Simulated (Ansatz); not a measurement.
## Field gradients against strain in BaTiO3

```
CELL_PARAMETERS angstrom
3.99980 0.00000 0.00000
0.00000 3.99980 0.00000
0.00000 0.00000 4.01800
ATOMIC_POSITIONS crystal
Ba 0.00000 0.00000 0.00000
Ti 0.50000 0.50000 0.50000
O 0.50000 0.50000 0.00000
O 0.50000 0.00000 0.50000
O 0.00000 0.50000 0.50000
```

Atom numbers follow the list: Ba1, Ti2, O3, O4, O5.

Conventional cell: a = 4.000 Å, b = 4.000 Å, c = 4.018 Å, α = 90.00°, β = 90.00°, γ = 90.00°. Ba (atom 1) is surrounded by 12 O at 2.83 Å. Around Ti (atom 2) lie 6 O at 2.00 to 2.01 Å. O (atom 3) has 2 Ti at 2.01 Å as nearest neighbours. Around O (atom 4) lie 2 Ti at 2.00 Å.

The cell is COD entry 2100860, as deposited and not checked against the literature; nothing was relaxed.

Theory: DFT, PBE, all-electron PAW with datasets made for the crystal, scalar-relativistic in Ansatz 0.2.0.

Sampling and basis: a Γ-centred 7×7×7 k mesh, Fermi–Dirac smearing of 0.03 eV, cutoff 540 eV (chosen by the program for this cell), no spin polarisation.

The strain is applied along the Cartesian axes of the cell as listed (the other components stay zero). Fractional coordinates are held (clamped ions).

The columns are Cartesian components of the electric field gradient at the nuclei, in 10²¹ V/m².

No spin–orbit coupling: at heavy atoms the gradients can be off by tens of per cent for that reason.

Only quantities that a quadratic follows smoothly over the whole series are listed; rougher ones are left out.

```tsv
εzz	Vzz at Ba1	Vzz at Ti2	Vzz at O3
-0.0200	-0.17	-1.45	1.85
-0.0100	-0.07	-0.50	2.25
0.0000	0.07	0.40	2.64
0.0100	0.24	1.25	3.01
0.0300	0.68	2.82	3.72
```

Fit the series and give the gradient–strain slopes.

Least-squares fits y = p0 + p1 x + p2 x² to the rows give Vzz at Ba1: p1 = 15.4, p2 = 170; Vzz at Ti2: p1 = 87.7, p2 = -230; Vzz at O3: p1 = 38.1, p2 = -66. The slopes p1 are in 10²¹ V/m² per unit strain, for clamped ions.

One run, at εzz = 0.0200, is withheld. Predict its row.

The fits give 0.44, 2.06, 3.37; the run gave 0.44, 2.05, 3.37.
